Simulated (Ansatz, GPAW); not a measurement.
This is a calculation of Te (Tellurium) for GPAW 26.7.0 (ASE script). 

Contents of run.py:

```python
from ase.dft.bandgap import bandgap
from ase.io import read, write
from ase.units import GPa
from gpaw import GPAW, PW

atoms = read('Te.xyz')

calc = GPAW(mode=PW(600),
            xc='LDA',
            kpts={'size': (7, 7, 5), 'gamma': True},
            occupations={'name': 'methfessel-paxton', 'order': 0, 'width': 0.02},
            nbands=19,
            convergence={'density': 1e-05, 'energy': 1e-05},
            maxiter=150,
            txt='gpaw.txt')
atoms.calc = calc
energy = atoms.get_potential_energy()
forces = atoms.get_forces()
stress = atoms.get_stress()
calc.write('gs.gpw')
write('result.traj', atoms)
print(f'Energy: {energy:.6f} eV')
print('Forces (eV/A):')
print(forces.round(4))
print('Stress (GPa):', (stress / GPa).round(3))
print('Fermi level:', round(calc.get_fermi_level(), 4), 'eV')
print(f'Gap: {bandgap(calc)[0]:.4f} eV, direct: {bandgap(calc, direct=True)[0]:.4f} eV')
```

Te.xyz

```xyz
3
Lattice="4.4540000000 0.0000000000 0.0000000000 -2.2270000000 3.8572771485 0.0000000000 0.0000000000 0.0000000000 5.9240000000" Properties=species:S:1:pos:R:3 pbc="T T T"
Te     1.6279370000      2.8196695956      0.0000000000
Te    -0.5990630000      1.0376075529      3.9493333335
Te     1.1981260000      0.0000000000      1.9746666665
```

Potentials or basis: the program's PAW data sets (release 1.2.1) made for this functional, pw.

Command:

```bash
$ OMP_NUM_THREADS=1 python run.py
```

Question: What does the same run look like in Ansatz 0.2.0? Potentials or basis there: Ansatz PAW, cutoff 420 eV.

Answer: As run (cutoffs and basis follow the program's own potentials, and thresholds, step limits or extra output files can differ):

File input.yaml:

```yaml
crystal:
  lattice:
    - [4.454, 0.0, 0.0]
    - [-2.227, 3.8572771485, 0.0]
    - [0.0, 0.0, 5.924]
  atoms:
    - { symbol: Te, position: [0.731, 0.731, 0.0] }
    - { symbol: Te, position: [0.0, 0.269, 0.6666666667] }
    - { symbol: Te, position: [0.269, 0.0, 0.3333333333] }
hamiltonian:
  xc: lda
  pseudopotentials: { kind: paw }
kpoints:
  mp_grid: { grid: [7, 7, 5] }
scf:
  occupations: { method: gaussian, width: 0.02 }
output:
  forces: true
  stress: true
  eigenvalues: true
```

Potentials or basis: Ansatz PAW.

Run with:

```sh
$ ansatz run input.yaml --threads 2 --pin off --max-ram 5632MiB --backend cpu --events-out ev --progress --plain --runs-dir out
```

Both were run:

|  | GPAW | Ansatz |
| --- | --- | --- |
| Pressure | -2.4 GPa | -2.0 GPa |

Ansatz's pressure holds a Pulay term of +0.04 GPa for its cutoff of 420 eV, which the other run lacks.

The potentials hold 18 and 48 valence electrons a cell.

Ansatz's potentials were made for PBE.

Where Ansatz's input types no cutoff or centring, it takes its own default and a Γ-centred mesh.

The two programs' LDA may be different fits to the electron gas.

Pressure is positive in compression.
